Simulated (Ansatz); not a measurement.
**CO2**

Level of theory: DFT, PBE, scalar-relativistic, no spin polarisation; plane waves to 420 eV with PAW datasets (Ansatz 0.2.0), 10×10×10 k-mesh, Gaussian smearing of 0.05 eV. The datasets are Ansatz's generated set soft_2.

```xyz
6
Lattice="-1.9824 1.9824 2.9914 1.9824 -1.9824 2.9914 1.9824 1.9824 -2.9914" Properties=species:S:1:pos:R:3 pbc="T T T"
C     0.0000    0.0000    0.0000
C     0.0000    1.9824    1.4957
O     0.6515    0.9912    0.7478
O    -0.9912    1.3309    2.2435
O     1.3309    0.9912    3.7392
O     2.9736    0.6515   -0.7478
```

The chain of runs began from a measured cell (COD), expanded in volume. The relaxation kept the space group but changed the cell's proportions, one axis by 6 % at equal volume, so the results may not describe the measured structure.

Cell and atoms are those of this level's equilibrium.

Path: Γ–X–P–N–Γ–M–S | S0–Γ | X–R | G–M, with Γ = (0.000, 0.000, 0.000), X = (0.000, 0.000, 0.500), P = (0.250, 0.250, 0.250), N = (0.000, 0.500, 0.000), M = (0.500, 0.500, -0.500), S = (0.360, 0.640, -0.360), S0 = (-0.360, 0.360, 0.360), R = (-0.220, 0.220, 0.500), G = (0.500, 0.500, -0.220) in reciprocal vectors of the calculation's cell.

Bands as a text map, energy in eV from the Fermi level (dashes), each leg drawn with the same width:
```
  5.57 |***        ******************** *            *******                 
  5.14 |*******************       ***  **************     ********       ****
  4.71 |     **         ***            *      ***                 *******    
  4.29 |   **              *******    *          ****                        
  3.86 |***                       ****               *******                 
  3.43 |                                                                     
  3.00 |                                                                     
  2.57 |                                                                     
  2.14 |                                                                     
  1.71 |                                                                     
  1.29 |                                                                     
  0.86 |                                                                     
  0.43 |                                                                     
  0.00 |---------------------------------------------------------------------
 -0.43 |                                                                     
 -0.86 |                                                                     
 -1.29 |                                                                     
 -1.71 |                                                                     
 -2.14 |                                                                     
 -2.57 |                                                                     
 -3.00 |                                                                     
 -3.43 |                                                                     
 -3.86 |                  ******         ************                 *******
 -4.29 |****************************** **        ******* *************       
 -4.71 |**** ** *********      ********             * ******  *******        
 -5.14 |** **            ******  *******         ***    ****         **      
 -5.57 |  *                 *****      **      **     ***              **    
 -6.00 | *****       *************      *     * ****** ***               *   
        Γ      X      P      N      Γ      M      SS       ΓX      RG       M
```

Q: By these bands, is it a metal or an insulator, and if it has a gap, where are the band edges on this path?

A: An insulator with a gap of 7.71 eV on the path, the valence band topping at M and the conduction band bottoming at Γ; the smallest direct gap is 8.13 eV.

Within 0.6 eV of the edges the projected states are 97 % O 2p at the top of the valence band and 62 % C 2p at the bottom of the conduction band. The lowest excitation takes an electron from O back to C, as in ionic insulators.

It ran for 30 s on 4 threads of Arm Neoverse V1, with other jobs on the host, peak memory 0.5 GiB.

Kohn–Sham gaps of semilocal functionals lie under measured ones, often by a third or more.
